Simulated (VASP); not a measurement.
Write the native input for VASP 6.6.1 that does the following.

| Item | Value |
| --- | --- |
| Task | single point |
| Functional | PBE |
| Potentials or basis | VASP PAW PBE potentials, release 64 (Cs_sv, Br) |
| Cutoff | 520 eV |
| k mesh | 4 × 4 × 4 |
| Occupations | gaussian, width 0.01 eV |
| Spin | no spin polarisation |
| Dipole correction | no |
| Further INCAR settings | ALGO = Fast; EDIFF = 1e-07; NBANDS = 15 |

The structure of CsBr lies in POSCAR:

```
CsBr
1.0
    4.3193779700      0.0000000000      0.0000000000
    0.0000000000      4.3193779700      0.0000000000
    0.0000000000      0.0000000000      4.3193779700
Cs Br
1 1
Direct
    0.0000000000      0.0000000000      0.0000000000
    0.5000000000      0.5000000000      0.5000000000
```

The cell was built by a generator and needn't be a form met in nature.

These files were run (other wordings do the same):

INCAR

```
SYSTEM = CsBr
PREC = Accurate
ENCUT = 520
EDIFF = 1E-7
ISMEAR = 0
SIGMA = 0.01
LREAL = .FALSE.
LASPH = .TRUE.
NELM = 60
ALGO = Fast
ISIF = 2
LWAVE = .FALSE.
LCHARG = .FALSE.
GGA = PE
NBANDS = 15
```

KPOINTS

```
regular mesh
0
G
  4 4 4
  0 0 0
```

Potentials or basis: VASP PAW PBE potentials, release 64 (Cs_sv, Br).

The run is started by

```console
$ cat potpaw_PBE.64/Cs_sv/POTCAR potpaw_PBE.64/Br/POTCAR > POTCAR
$ mpirun -np 1 vasp_std > vasp.out
```

It gave:

* Pressure: 0.7 GPa
* Band gap on the k mesh: 4.42 eV, indirect (least direct gap 4.43 eV)

Caveat: spin-orbit coupling is left out, which moves the levels of the heavy elements.

Wall time 8.4 s on 1 thread of Intel(R) Xeon(R) 6975P-C (Granite Rapids), on a shared host, peak memory 0.17 GiB.
